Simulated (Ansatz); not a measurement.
# ZrO2: the cost of one run

Program: Ansatz 0.2.0. Level of theory: DFT PBEsol, scalar-relativistic, plane waves, PAW. These are calculated values, not measurements.

The COD entry's cell or inner coordinates are ideal or old and differ from later refinements, so a difference from it is no clean test against experiment.

2 further runs of the same task are left out: 2 set aside as unsound or not needed.

**1. Starting point**

It takes space group Fm-3m (No. 225, cubic). Conventional cell: a = 5.064 Å, b = 5.064 Å, c = 5.064 Å, α = 90.00°, β = 90.00°, γ = 90.00°. Around Zr (site symmetry m-3m) lie 8 O at 2.19 Å. Around O (site symmetry -43m) lie 4 Zr at 2.19 Å.

As a file:

```
CELL_PARAMETERS angstrom
0.00000 2.53202 2.53202
2.53202 0.00000 2.53202
2.53202 2.53202 0.00000
ATOMIC_POSITIONS crystal
Zr 0.00000 0.00000 0.00000
O 0.25000 0.25000 0.25000
O 0.75000 0.75000 0.75000
```

It is the result of an earlier relaxation at this level (volume 10.82 Å³/atom; gap on the mesh: 3.33 eV).

**2. The cell under 2 GPa**

What is minimised here is the enthalpy; the energy can go up as the cell is squeezed.

The input, input.yaml:

```yaml
crystal:
  lattice:
    - [0.0, 2.5320189706, 2.5320189706]
    - [2.5320189706, 0.0, 2.5320189706]
    - [2.5320189706, 2.5320189706, 0.0]
  atoms:
    - { symbol: Zr, position: [0.0, 0.0, 0.0] }
    - { symbol: O, position: [0.25, 0.25, 0.25] }
    - { symbol: O, position: [0.75, 0.75, 0.75] }
basis:
  ecutwfc: 420
kpoints:
  mp_grid: { grid: [8, 8, 8] }
hamiltonian:
  xc: pbesol
scf:
  occupations: { method: fixed }
output:
  forces: true
  stress: true
  eigenvalues: true
relax:
  adjacent_minimum: "off"
  f_tol: 0.001
  max_steps: 60
  cell: { stress_tol: 0.02, p_target: 2.0 }
```

Started as:

```console
> ansatz run input.yaml --threads 1 --pin off --max-ram 3072MiB --backend cpu --events-out ev --progress --plain --runs-dir out
```

What time and memory should one allow on 1 thread of Intel Xeon Platinum 8488C (Sapphire Rapids), shared host?

About 3.7 s, with a peak of 0.36 GiB.
